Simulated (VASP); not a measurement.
# In in VASP: reference runs

Aim: a first look at In with PBE, on the cell as given.

Program: VASP 6.6.1. These are calculated values, not measurements. Logs are shortened: lines on timing, memory, paths and dates and some standing lists are left out, and cuts for length are marked.

## Step 1: The cell of the first run

The cell holds a slab with vacuum, 5 atoms: a = 3.364 Å, b = 3.364 Å, c = 25.800 Å, α = 90.00°, β = 90.00°, γ = 120.00°.

The slab is cut from a database's or a generator's crystal, which needn't be the stable form of the element.

## Step 2: Single point, PBE (the (0 0 1) slab of In, cut from the database cell, not relaxed)

INCAR reads:

```
SYSTEM = In
PREC = Accurate
ENCUT = 520
EDIFF = 1E-7
ISMEAR = -1
SIGMA = 0.05
LREAL = .False.
LASPH = .True.
NELM = 100
ALGO = Normal
ISIF = 2
LWAVE = .False.
LCHARG = .False.
LDIPOL = .True.
IDIPOL = 3
DIPOL = 0.5 0.5 0.500
GGA = PE
NBANDS = 40
```

KPOINTS reads:

```
Automatic mesh
0
Gamma
  9 9 1
  0 0 0
```

POSCAR reads:

```
In
1.0
    3.3638438630      0.0000000000      0.0000000000
   -1.6819219315      2.9131742397      0.0000000000
    0.0000000000      0.0000000000     25.7997083600
In
5
Direct
    0.0000000000      0.0000000000      0.2907009605
    0.3333333300      0.6666666600      0.3953504802
    0.0000000000      0.0000000000      0.5000000000
    0.6666666700      0.3333333400      0.6046495198
    0.0000000000      0.0000000000      0.7092990395
```

Potentials or basis: VASP PAW PBE potentials, release 64 (In_d).

Command:

```sh
$ cat potpaw_PBE.64/In_d/POTCAR > POTCAR
$ mpirun -np 1 vasp_std > vasp.out
```

OUTCAR:

```text
SYSTEM = In
   PREC = Accurate
   ENCUT = 520
   EDIFF = 1E-7
   ISMEAR = -1
   LREAL = .False.
   LASPH = .True.
   NELM = 100
   ISIF = 2
   GGA = PE

 ion  position               nearest neighbor table
   1  0.000  0.000  0.291-   2 3.33   2 3.33   2 3.33
   2  0.333  0.667  0.395-   1 3.33   3 3.33   1 3.33   1 3.33   3 3.33   3 3.33
   3  0.000  0.000  0.500-   2 3.33   4 3.33   4 3.33   2 3.33   2 3.33   4 3.33
   4  0.667  0.333  0.605-   5 3.33   3 3.33   5 3.33   5 3.33   3 3.33   3 3.33
   5  0.000  0.000  0.709-   4 3.33   4 3.33   4 3.33

  LATTYP: Found a hexagonal cell.
 ALAT       =     3.3638438630
 C/A-ratio  =     7.6697104297

  Lattice vectors:

 A1 = (   3.3638438630,   0.0000000000,   0.0000000000)
 A2 = (  -1.6819219315,   2.9131742397,   0.0000000000)
 A3 = (   0.0000000000,   0.0000000000,  25.7997083600)

Analysis of symmetry for initial positions (statically):
=====================================================================
 Subroutine PRICEL returns:
 Original cell was already a primitive cell.

 Routine SETGRP: Setting up the symmetry group for a
 hexagonal supercell.

 Subroutine GETGRP returns: Found 12 space group operations
 (whereof 12 operations were pure point group operations)
 out of a pool of 24 trial point group operations.

The static configuration has the point symmetry D_3d.

Analysis of symmetry for dynamics (positions and initial velocities):
=====================================================================
 Subroutine PRICEL returns:
 Original cell was already a primitive cell.

 Routine SETGRP: Setting up the symmetry group for a
 hexagonal supercell.

 Subroutine GETGRP returns: Found 12 space group operations
 (whereof 12 operations were pure point group operations)
 out of a pool of 24 trial point group operations.

The dynamic configuration has the point symmetry D_3d.

 Subroutine INISYM returns: Found 12 space group operations
 (whereof 12 operations are pure point group operations),
 and found     1 'primitive' translations

----------------------------------------------------------------------------------------

                                     Primitive cell

  volume of cell :     252.8233

  direct lattice vectors                    reciprocal lattice vectors
     3.363843863  0.000000000  0.000000000     0.297278958  0.171634087  0.000000000
    -1.681921932  2.913174240  0.000000000     0.000000000  0.343268173  0.000000000
     0.000000000  0.000000000 25.799708360     0.000000000  0.000000000  0.038760128

  length of vectors
     3.363843863  3.363843863 25.799708360     0.343268173  0.343268173  0.038760128

  position of ions in fractional coordinates (direct lattice)
     0.000000000  0.000000000  0.290700960
     0.333333330  0.666666660  0.395350480
     0.000000000  0.000000000  0.500000000
     0.666666670  0.333333340  0.604649520
     0.000000000  0.000000000  0.709299040

  ion indices of the primitive-cell ions
   primitive index   ion index
                 1           1
                 2           2
                 3           3
                 4           4
                 5           5

----------------------------------------------------------------------------------------

 KPOINTS: Automatic mesh

Automatic generation of k-mesh.
 Grid dimensions read from file:
 generate k-points for:    9    9    1

 Generating k-lattice:

  Cartesian coordinates                     Fractional coordinates (reciprocal lattice)
     0.033030995  0.019070454  0.000000000     0.111111111  0.000000000  0.000000000
     0.000000000  0.038140908  0.000000000     0.000000000  0.111111111  0.000000000
     0.000000000  0.000000000  0.038760128     0.000000000  0.000000000  1.000000000

  Length of vectors
     0.038140908  0.038140908  0.038760128

  Shift w.r.t. Gamma in fractional coordinates (k-lattice)
     0.000000000  0.000000000  0.000000000

 Subroutine IBZKPT returns following result:
 ===========================================

 Found     12 irreducible k-points:

 Following reciprocal coordinates:
            Coordinates               Weight
  0.000000  0.000000  0.000000      1.000000
  0.111111  0.000000  0.000000      6.000000
  0.222222 -0.000000  0.000000      6.000000
  0.333333 -0.000000  0.000000      6.000000
  0.444444 -0.000000  0.000000      6.000000
  0.111111  0.111111  0.000000      6.000000
  0.222222  0.111111  0.000000     12.000000
  0.333333  0.111111  0.000000     12.000000
  0.444444  0.111111  0.000000      6.000000
  0.222222  0.222222  0.000000      6.000000
  0.333333  0.222222  0.000000     12.000000
  0.333333  0.333333  0.000000      2.000000
   k-points           NKPTS =     12   k-points in BZ     NKDIM =     12   number of bands    NBANDS=     40
   number of dos      NEDOS =    301   number of ions     NIONS =      5
   total plane-waves  NPLWV = 150528
   dimension x,y,z NGX =    28 NGY =   28 NGZ =  192
   dimension x,y,z NGXF=    56 NGYF=   56 NGZF=  384
   ions per type =               5
   NGX,Y,Z   is equivalent  to a cutoff of  13.84, 13.84, 12.37 a.u.
   NGXF,Y,Z  is equivalent  to a cutoff of  27.68, 27.68, 24.74 a.u.
 SYSTEM =  In
   PREC   = accura    normal or accurate (medium, high low for compatibility)
   ISTART =      0    job   : 0-new  1-cont  2-samecut
   ICHARG =      2    charge: 1-file 2-atom 10-const
   ISPIN  =      1    spin polarized calculation?
   LNONCOLLINEAR =      F non collinear calculations
   LSORBIT =      F    spin-orbit coupling
   LASPH  =      T    aspherical Exc in radial PAW
   ENCUT  =  520.0 eV  38.22 Ry    6.18 a.u.   6.25  6.25 47.97*2*pi/ulx,y,z
   NELM   =    100;   NELMIN=  2; NELMDL= -5     # of ELM steps
   EDIFF  = 0.1E-06   stopping-criterion for ELM
   LREAL  =      F    real-space projection
   EDIFFG = 0.1E-05   stopping-criterion for IOM
   NSW    =      0    number of steps for IOM
   IBRION =     -1    ionic relax: 0-MD 1-quasi-New 2-CG
   NFREE  =      0    steps in history (QN), initial steepest desc. (CG)
   ISIF   =      2    stress and relaxation
   ISYM   =      2    0-nonsym 1-usesym 2-fastsym
   POTIM  = 0.5000    time-step for ionic-motion
   TEBEG  =    0.0;   TEEND  =   0.0 temperature during run
   PSTRESS=    0.0 pullay stress
   NELECT =      65.0000    total number of electrons
   NUPDOWN=      -1.0000    fix difference up-down
   EMIN   =  10.00;   EMAX   =-10.00  energy-range for DOS
   EFERMI =   0.00;   METHOD = LEGACY
   ISMEAR =    -1;   SIGMA  =   0.05  broadening in eV -4-tet -1-fermi 0-gaus
   EFERMI_NEDOS =   21; number of points for ismear=-14 and -15
   IALGO  =     38    algorithm
   IMIX   =      4    mixing-type and parameters
     AMIX     =   0.40;   BMIX     =  1.00
     AMIX_MAG =   1.60;   BMIX_MAG =  1.00
  volume/ion in A,a.u.               =      50.56       341.23
  Fermi-wavevector in a.u.,A,eV,Ry     =   1.040975  1.967157 14.743664  1.083629
  Thomas-Fermi vector in A             =   2.175575
   LORBIT       =      0    0 simple, 1 ext, 2 COOP (PROOUT), +10 PAW based schemes
   GGA     = PE    functional components
   LHFCALC =     F    Hartree Fock is set to
   AEXX    =    0.0000 exact exchange contribution
   IVDW    =     0    specifies the selected vdW correction
   LEPSILON=     F    determine dielectric tensor
   LRPA    =     F    only Hartree local field effects (RPA)
 non-spin polarized calculation
  energy-cutoff  :      520.00
  volume of cell :      252.82
 maximum number of plane-waves:      6832
 NGX is ok and might be reduce to    28
   NGX = 13   NGY = 13   NGZ = 95

 number of electron      64.9999992 magnetization

 dipolmoment           0.000000      0.000000     -0.000000 electrons x Angstroem

 Free energy of the ion-electron system (eV)
  ---------------------------------------------------
  ext. energy  EPLUGINS =         0.00000000
  ---------------------------------------------------
  free energy    TOTEN  =       -12.40122893 eV

  energy without entropy =      -12.37691330  energy(sigma->0) =      -12.38907112

 E-fermi :   2.0831     XC(G=0):  -5.9478

 val. band max:        1.9792708015   @ k =   0.2222   0.2222   0.0000
 cond. band min:       2.1131785562   @ k =   0.2222   0.2222   0.0000
 fundamental gap:      0.1339077548
 Fermi energy:         2.0831333587

 k-point     1 :       0.0000    0.0000    0.0000
  band No.  band energies     occupation
      1     -12.6118      2.00000
      2     -12.6044      2.00000
      3     -12.5678      2.00000
      4     -12.5646      2.00000
      5     -12.5561      2.00000
      6     -12.5561      2.00000
[... 32 lines left out ...]
     39      10.3122      0.00000
     40      10.3122      0.00000

 k-point     2 :       0.1111    0.0000    0.0000
  band No.  band energies     occupation
      1     -12.6041      2.00000
      2     -12.6017      2.00000
      3     -12.5625      2.00000
      4     -12.5596      2.00000
      5     -12.5506      2.00000
      6     -12.5455      2.00000
[... 32 lines left out ...]
     39       8.3637      0.00000
     40       8.5166      0.00000

 k-point     3 :       0.2222   -0.0000    0.0000
  band No.  band energies     occupation
      1     -12.6364      2.00000
      2     -12.6311      2.00000
      3     -12.5773      2.00000
      4     -12.5653      2.00000
      5     -12.5467      2.00000
      6     -12.5274      2.00000
[... 32 lines left out ...]
     39       7.0468      0.00000
     40       7.2640      0.00000

 k-point     4 :       0.3333   -0.0000    0.0000
  band No.  band energies     occupation
      1     -12.6849      2.00000
      2     -12.6709      2.00000
      3     -12.6210      2.00000
      4     -12.5966      2.00000
      5     -12.5748      2.00000
      6     -12.5533      2.00000
[... 32 lines left out ...]
     39       6.7815      0.00000
     40       7.0039      0.00000

 k-point     5 :       0.4444   -0.0000    0.0000
  band No.  band energies     occupation
      1     -12.7162      2.00000
      2     -12.6955      2.00000
      3     -12.6576      2.00000
      4     -12.6145      2.00000
      5     -12.5996      2.00000
      6     -12.5876      2.00000
[... 32 lines left out ...]
     39       6.2270      0.00000
     40       6.8069      0.00000

 k-point     6 :       0.1111    0.1111    0.0000
  band No.  band energies     occupation
      1     -12.6025      2.00000
      2     -12.5983      2.00000
      3     -12.5710      2.00000
      4     -12.5680      2.00000
      5     -12.5498      2.00000
      6     -12.5466      2.00000
[... 32 lines left out ...]
     39       7.0399      0.00000
     40       7.2132      0.00000

 k-point     7 :       0.2222    0.1111    0.0000
  band No.  band energies     occupation
      1     -12.6333      2.00000
      2     -12.6268      2.00000
      3     -12.5935      2.00000
      4     -12.5697      2.00000
      5     -12.5616      2.00000
      6     -12.5422      2.00000
[... 32 lines left out ...]
     39       6.2695      0.00000
     40       6.6798      0.00000

 k-point     8 :       0.3333    0.1111    0.0000
  band No.  band energies     occupation
      1     -12.6713      2.00000
      2     -12.6564      2.00000
      3     -12.6345      2.00000
      4     -12.5969      2.00000
      5     -12.5768      2.00000
      6     -12.5540      2.00000
[... 32 lines left out ...]
     39       5.3193      0.00000
     40       5.9936      0.00000

 k-point     9 :       0.4444    0.1111    0.0000
  band No.  band energies     occupation
      1     -12.6862      2.00000
      2     -12.6665      2.00000
      3     -12.6546      2.00000
      4     -12.6112      2.00000
      5     -12.5855      2.00000
      6     -12.5681      2.00000
[... 32 lines left out ...]
     39       5.0035      0.00000
     40       5.8698      0.00000

 k-point    10 :       0.2222    0.2222    0.0000
  band No.  band energies     occupation
      1     -12.6159      2.00000
      2     -12.6087      2.00000
      3     -12.5924      2.00000
      4     -12.5787      2.00000
      5     -12.5666      2.00000
      6     -12.5636      2.00000
[... 32 lines left out ...]
     39       4.6270      0.00000
     40       5.4078      0.00000

 k-point    11 :       0.3333    0.2222    0.0000
  band No.  band energies     occupation
      1     -12.6338      2.00000
      2     -12.6196      2.00000
      3     -12.6026      2.00000
      4     -12.5791      2.00000
      5     -12.5637      2.00000
      6     -12.5533      2.00000
[... 32 lines left out ...]
     39       4.1829      0.00000
     40       4.5981      0.00000

 k-point    12 :       0.3333    0.3333    0.0000
  band No.  band energies     occupation
      1     -12.6226      2.00000
      2     -12.6226      2.00000
      3     -12.5878      2.00000
      4     -12.5542      2.00000
      5     -12.5542      2.00000
      6     -12.5540      2.00000
[... 32 lines left out ...]
     39       3.7647      0.00000
     40       3.7647      0.00000

------------------------ aborting loop because EDIFF is reached ----------------------------------------

 vacuum level on the upper side and lower side of the slab       (xc-potential included)        -0.160        -0.160

  FORCE on cell =-STRESS in cart. coord.  units (eV):
  Direction    XX          YY          ZZ          XY          YZ          ZX
  --------------------------------------------------------------------------------------
  -------------------------------------------------------------------------------------
  Total        0.2827548      0.2827548      0.7616105     -0.0000000     -0.0000000     -0.0000000
  in kB        1.7918573      1.7918573      4.8264345     -0.0000000     -0.0000000     -0.0000000
  external PRESSURE =       2.8033830 kB  Pullay stress =       0.0000000 kB

 VOLUME and BASIS-vectors are now :
 -----------------------------------------------------------------------------
  energy-cutoff  :      520.00
  volume of cell :      252.82
      direct lattice vectors                 reciprocal lattice vectors
     3.363843863  0.000000000  0.000000000     0.297278958  0.171634087  0.000000000
    -1.681921932  2.913174240  0.000000000     0.000000000  0.343268173  0.000000000
     0.000000000  0.000000000 25.799708360     0.000000000  0.000000000  0.038760128

 POSITION                                       TOTAL-FORCE (eV/Angst)
 -----------------------------------------------------------------------------------
      0.00000      0.00000      7.50000         0.000000     -0.000000     -0.118062
      0.00000      1.94212     10.19993        -0.000000      0.000000      0.085088
      0.00000      0.00000     12.89985        -0.000000      0.000000      0.000000
      1.68192      0.97106     15.59978         0.000000     -0.000000     -0.085088
      0.00000      0.00000     18.29971        -0.000000      0.000000      0.118062
 -----------------------------------------------------------------------------------
    total drift:                               -0.000000      0.000000      0.000000

  FREE ENERGIE OF THE ION-ELECTRON SYSTEM (eV)
  ---------------------------------------------------
  free  energy   TOTEN  =       -12.4012289346 eV

  energy  without entropy=      -12.3769133041  energy(sigma->0) =      -12.38907112

 vacuum level on the upper side and lower side of the slab         5.766         5.766
```

Run time: 2.4 min. Hardware: 1 thread of Intel Xeon Platinum 8488C (Sapphire Rapids), shared host; peak memory 0.41 GiB.

Results:

| Quantity | Value |
| --- | --- |
| Free energy | -12.4012 eV |
| Largest force | 0.118 eV/Å |
| Band gap on the k mesh | none (metal or under the smearing width) |

Forces in eV/Å, atoms in the order of the input:
```
In   0.000  0.000 -0.118
In   0.000  0.000  0.085
In   0.000  0.000  0.000
In   0.000  0.000 -0.085
In   0.000  0.000  0.118
```

Levels at points of the mesh, in eV from the Fermi level:
```
           k point  band 29  band 30  band 31  band 32  band 33  band 34  band 35  band 36
(0.00, 0.00, 0.00)    -6.55    -5.04    -2.54    -0.60     1.55     3.08     3.92     4.17
```
